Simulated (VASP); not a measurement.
Here is a VASP 6.6.1 calculation.

The input INCAR:

```
PREC = Accurate
ENCUT = 600
EDIFF = 1E-6
ISMEAR = 1
SIGMA = 0.15
LREAL = False
LASPH = True
NELM = 100
ALGO = Normal
ISIF = 3
LWAVE = False
LCHARG = False
GGA = PE
IBRION = 2
NSW = 50
EDIFFG = -0.01
```

The input KPOINTS:

```
Automatic mesh
0
Gamma
  7 7 7
```

The input POSCAR:

```
YbH3
1.0
    0.0000000000      2.6050000000      2.6050000000
    2.6050000000      0.0000000000      2.6050000000
    2.6050000000      2.6050000000      0.0000000000
Yb H
1 3
Direct
    0.0000000000      0.0000000000      0.0000000000
    0.7500000000      0.7500000000      0.7500000000
    0.2500000000      0.2500000000      0.2500000000
    0.5000000000      0.5000000000      0.5000000000
```

Potentials or basis: VASP PAW PBE potentials, release 64 (Yb, H).

Command:

```console
$ cat potpaw_PBE.64/Yb/POTCAR potpaw_PBE.64/H/POTCAR > POTCAR
$ mpirun -np 1 vasp_std > vasp.out
```

**Question.** Estimate the space group after relaxing (to 0.05 Å).

**Answer.** Fm-3m (No. 225).

**Question.** What does it give for the relaxed volume?

**Answer.** 8.23 Å³/atom.

**Question.** Estimate the band gap on the k mesh.

**Answer.** None (metal or under the smearing width).

**Question.** What does it give for the relaxed cell?

**Answer.** a = 3.597 Å, b = 3.597 Å, c = 3.597 Å, α = 60.00°, β = 60.00°, γ = 60.00°.

Final structure:
```xyz
4
Lattice="0.0000 2.5437 2.5437 2.5437 0.0000 2.5437 2.5437 2.5437 0.0000" Properties=species:S:1:pos:R:3 pbc="T T T"
Yb    0.0000    0.0000    0.0000
H     3.8155    3.8155    3.8155
H     1.2718    1.2718    1.2718
H     2.5437    2.5437    2.5437
```

Caveat: without U or exact exchange the open f shell lies at the Fermi level, which spoils levels, moments and volumes. Spin polarisation is off, so any magnetic state and its effect on volume and gap are missing.
